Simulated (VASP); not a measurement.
## VASP 6.6.1 run: CaO

INCAR

```
NBANDS = 15
EDIFF = 1E-7
ALGO = Normal
NELM = 120
IBRION = -1
LASPH = .TRUE.
PREC = Accurate
ISIF = 2
NSW = 0
LREAL = .FALSE.
SIGMA = 0.01
ISMEAR = 0
ENCUT = 520
LCHARG = .FALSE.
LWAVE = .FALSE.
METAGGA = R2SCAN
```

KPOINTS

```
KPOINTS created by Atomic Simulation Environment
0
Monkhorst-Pack
10 10 10
0 0 0
```

POSCAR

```
Ca O
 1.0000000000000000
     0.0000000000000000    2.4455011158000000    2.4455011158000000
     2.4455011158000000    0.0000000000000000    2.4455011158000000
     2.4455011158000000    2.4455011158000000    0.0000000000000000
 Ca  O
   1   1
Cartesian
  0.0000000000000000  0.0000000000000000  0.0000000000000000
  2.4455011158000000  2.4455011158000000  2.4455011158000000
```

The recommended PBE PAW datasets give the neutral cell 16 valence electrons.

Command

```
mpirun -np 1 vasp_std
```

OSZICAR

```
N       E                     dE             d eps       ncg     rms          rms(c)
DAV:   1     0.120497152208E+03    0.12050E+03   -0.85444E+03  3300   0.111E+03
DAV:   2    -0.193308060730E+02   -0.13983E+03   -0.12977E+03  4162   0.296E+02
DAV:   3    -0.250812604138E+02   -0.57505E+01   -0.56993E+01  4254   0.627E+01
DAV:   4    -0.252290049368E+02   -0.14774E+00   -0.14765E+00  4118   0.922E+00
DAV:   5    -0.252314411926E+02   -0.24363E-02   -0.24362E-02  4051   0.107E+00    0.769E+00
DAV:   6    -0.192814341336E+02    0.59500E+01   -0.35729E+00  4604   0.231E+01    0.265E+00
DAV:   7    -0.194255118752E+02   -0.14408E+00   -0.48806E-01  3356   0.487E+00    0.195E+00
DAV:   8    -0.194646464929E+02   -0.39135E-01   -0.18693E-01  3328   0.451E+00    0.144E+00
DAV:   9    -0.194313420539E+02    0.33304E-01   -0.83836E-02  3552   0.273E+00    0.128E-01
DAV:  10    -0.194308019738E+02    0.54008E-03   -0.38435E-03  3755   0.602E-01    0.709E-02
DAV:  11    -0.194309529486E+02   -0.15097E-03   -0.52914E-04  3797   0.204E-01    0.437E-02
DAV:  12    -0.194309075556E+02    0.45393E-04   -0.13385E-04  4091   0.973E-02    0.105E-02
DAV:  13    -0.194309077097E+02   -0.15415E-06   -0.66179E-06  3860   0.282E-02    0.771E-03
DAV:  14    -0.194309071352E+02    0.57448E-06   -0.47812E-07  4133   0.576E-03    0.459E-03
DAV:  15    -0.194309066554E+02    0.47985E-06   -0.96339E-07  3503   0.731E-03    0.510E-04
DAV:  16    -0.194309067914E+02   -0.13603E-06   -0.23034E-08  1790   0.161E-03    0.155E-04
DAV:  17    -0.194309067959E+02   -0.45068E-08   -0.44034E-09  1699   0.565E-04
   1 F= -.19430907E+02 E0= -.19430907E+02  d E =-.496863E-37
```

From OUTCAR

```
k-points           NKPTS =    110   k-points in BZ     NKDIM =    110   number of bands    NBANDS=     15

   NELECT =      16.0000    total number of electrons

   dimension x,y,z NGX =    28 NGY =   28 NGZ =   28
   dimension x,y,z NGXF=    56 NGYF=   56 NGZF=   56

  energy-cutoff  :      520.00
  volume of cell :       29.25
      direct lattice vectors                 reciprocal lattice vectors
     0.000000000  2.445501116  2.445501116    -0.204457073  0.204457073  0.204457073
     2.445501116  0.000000000  2.445501116     0.204457073 -0.204457073  0.204457073
     2.445501116  2.445501116  0.000000000     0.204457073  0.204457073 -0.204457073

 k-points in reciprocal lattice and weights: KPOINTS created by Atomic Simulation Env
   0.05000000  0.05000000  0.05000000       0.002
   0.15000000  0.05000000  0.05000000       0.006
   0.25000000  0.05000000  0.05000000       0.006
   0.35000000  0.05000000  0.05000000       0.006
   0.45000000  0.05000000  0.05000000       0.006
  -0.45000000  0.05000000  0.05000000       0.006
  -0.35000000  0.05000000  0.05000000       0.006
  -0.25000000  0.05000000  0.05000000       0.006
   ...

 E-fermi :   1.7854

 k-point     1 :       0.0500    0.0500    0.0500
  band No.  band energies     occupation
      1     -37.5513      2.00000
      2     -17.5098      2.00000
      3     -17.4791      2.00000
      4     -17.4791      2.00000
      5     -14.6096      2.00000
      6       1.6408      2.00000
      7       1.6987      2.00000
      8       1.6987      2.00000
      9       6.8484      0.00000
     10       8.4353      0.00000
     11       8.4893      0.00000
     12       8.4893      0.00000
     13      10.0115      0.00000
     14      10.0115      0.00000
     15      17.2590      0.00000

 k-point     2 :       0.1500    0.0500    0.0500
  band No.  band energies     occupation
      1     -37.5415      2.00000
      2     -17.6540      2.00000
      3     -17.4963      2.00000
      4     -17.4791      2.00000
      5     -14.4513      2.00000
      6       1.2076      2.00000
      7       1.5047      2.00000
      8       1.6118      2.00000
      9       7.3930      0.00000
     10       8.3338      0.00000
     11       8.6337      0.00000
     12       8.8346      0.00000
     13      10.2107      0.00000
     14      10.3908      0.00000
     15      17.7134      0.00000

 k-point     3 :       0.2500    0.0500    0.0500
  band No.  band energies     occupation
      1     -37.5205      2.00000
      2     -17.9304      2.00000
      3     -17.5136      2.00000
      4     -17.4881      2.00000
      5     -14.1546      2.00000
      6       0.5039      2.00000
      7       1.1826      2.00000
      8       1.3159      2.00000
      9       8.2859      0.00000
     10       8.5070      0.00000
     11       9.0719      0.00000
     12       9.3770      0.00000
     13      10.7837      0.00000
     14      11.0516      0.00000
     15      18.0877      0.00000

 ...

  Total       -0.9662947     -0.9662947     -0.9662947      0.0000000      0.0000000     -0.0000000
  in kB      -52.9281336    -52.9281336    -52.9281336      0.0000000      0.0000000     -0.0000000
  external PRESSURE =     -52.9281336 kB  Pullay stress =       0.0000000 kB

 POSITION                                       TOTAL-FORCE (eV/Angst)
 -----------------------------------------------------------------------------------
      0.00000      0.00000      0.00000        -0.000000      0.000000      0.000000
      2.44550      2.44550      2.44550         0.000000     -0.000000     -0.000000
 -----------------------------------------------------------------------------------
    total drift:                                0.000000      0.000000      0.000000

  FREE ENERGIE OF THE ION-ELECTRON SYSTEM (eV)
  ---------------------------------------------------
  free  energy   TOTEN  =       -19.4309067959 eV

  energy  without entropy=      -19.4309067959  energy(sigma->0) =      -19.43090680
```

It converged. Results: gap between bands v and c on the k mesh 4.31 eV; least direct gap on the k mesh 4.68 eV; pressure -5.3 GPa. Band v is the last that the valence electrons fill when counted band by band, and c is the next.

The shifted mesh misses Γ, so a band edge there is missed.

For comparison, a separate r²SCAN run of the intended cell, on usual settings and not on those above, gives a gap of 4.20 eV on its mesh and a pressure of -5.3 GPa.

The run above took about 2.6 min on one core of a shared host (Intel Xeon Platinum 8488C) and held 0.2 GiB at most.
